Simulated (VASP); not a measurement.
Write the native input for VASP 6.6.1 that does the following.

| Item | Value |
| --- | --- |
| Task | single point |
| Functional | LDA |
| Potentials or basis | VASP PAW LDA potentials, release 64 (Si, Ni) |
| Cutoff | 520 eV |
| k mesh | 10 × 10 × 10 |
| Occupations | gaussian, width 0.1 eV |
| Spin | no spin polarisation |
| Dipole correction | no |
| Further INCAR settings | ALGO = Normal; EDIFF = 1e-06; NBANDS = 25 |

The structure of SiNi3 lies in POSCAR:

```
SiNi3
1.0
    3.4282169426      0.0000000000      0.0000000000
    0.0000000000      3.4282169426      0.0000000000
    0.0000000000      0.0000000000      3.4282169426
Si Ni
1 3
Direct
    0.0000000000      0.0000000000      0.0000000000
    0.0000000000      0.5000000000      0.5000000000
    0.5000000000      0.5000000000      0.0000000000
    0.5000000000      0.0000000000      0.5000000000
```

The cell comes from a database or a generator and needn't be the stable form of this composition.

The input as run:

INCAR

```
SYSTEM = SiNi3
PREC     = Accurate       ! precision mode
ENCUT    = 520            ! plane-wave cutoff, eV
EDIFF    = 1E-6           ! SCF threshold, eV
ISMEAR   = 0              ! smearing method
SIGMA    = 0.1            ! smearing width, eV
LREAL    = .False.        ! projectors in reciprocal space
LASPH    = .True.         ! aspherical terms in the spheres
NELM     = 100            ! most SCF steps
ALGO     = Normal         ! electronic algorithm
ISIF     = 2              ! what is computed and relaxed
LWAVE    = .False.        ! write WAVECAR
LCHARG   = .False.        ! write CHGCAR
NBANDS   = 25             ! bands
```

KPOINTS

```
regular mesh
0
Gamma
  10 10 10
  0 0 0
```

Potentials or basis: VASP PAW LDA potentials, release 64 (Si, Ni).

The run is started by

```console
$ cat potpaw_LDA.64/Si/POTCAR potpaw_LDA.64/Ni/POTCAR > POTCAR
$ mpirun -np 1 vasp_std > vasp.out
```

Results of the run:

```yaml
Pressure: 0.1 GPa
Band_gap_on_the_k_mesh: none (metal or under the smearing width)
```

Wall time 22 s on 1 thread of Intel(R) Xeon(R) 6975P-C (Granite Rapids), on a shared host, peak memory 0.16 GiB.
